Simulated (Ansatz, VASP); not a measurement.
GaSb in VASP and in Ansatz

```
CELL_PARAMETERS angstrom
0.00000 3.10692 3.10692
3.10692 0.00000 3.10692
3.10692 3.10692 0.00000
ATOMIC_POSITIONS crystal
Ga 0.00000 0.00000 0.00000
Sb 0.25000 0.25000 0.25000
```

Alike in both runs: task relaxation of cell and atoms; functional PBE; dispersion D3(BJ); k mesh 12 × 12 × 12; occupations gaussian, width 0.1 eV; no spin polarisation.

|  | VASP | Ansatz |
| --- | --- | --- |
| version | VASP 6.6.1 | Ansatz 0.2.0 |
| potentials or method | VASP PAW PBE potentials, release 64 (Ga_d, Sb) | scalar-relativistic, plane waves, PAW |
| plane-wave cutoff (eV) | 600 | 420 |
| valence electrons in the cell | 18 | 28 |

VASP gave:

| Item | Value |
| --- | --- |
| gap on the k mesh at the Fermi level, each at its own relaxed structure (eV) | none |
| relaxed volume (Å³/atom) | 28.82 |
| relaxed cell length with the largest relative difference (Å) | 4.336 |
| energy change over the relaxation (meV/atom) | -7 |

Question: Estimate Ansatz's values.

Answer: gap on the k mesh at the Fermi level, each at its own relaxed structure (eV): none; relaxed volume (Å³/atom): 28.78; relaxed cell length with the largest relative difference (Å): 4.334; energy change over the relaxation (meV/atom): -7.

A gap of «none» marks a metal or a gap that the smearing closes. The two sets of potentials don't hold the same shells in valence.

Caveats: pairwise dispersion overbinds metals, which lowers pressure and volume. Spin-orbit coupling is left out, which matters for the levels of Sb.
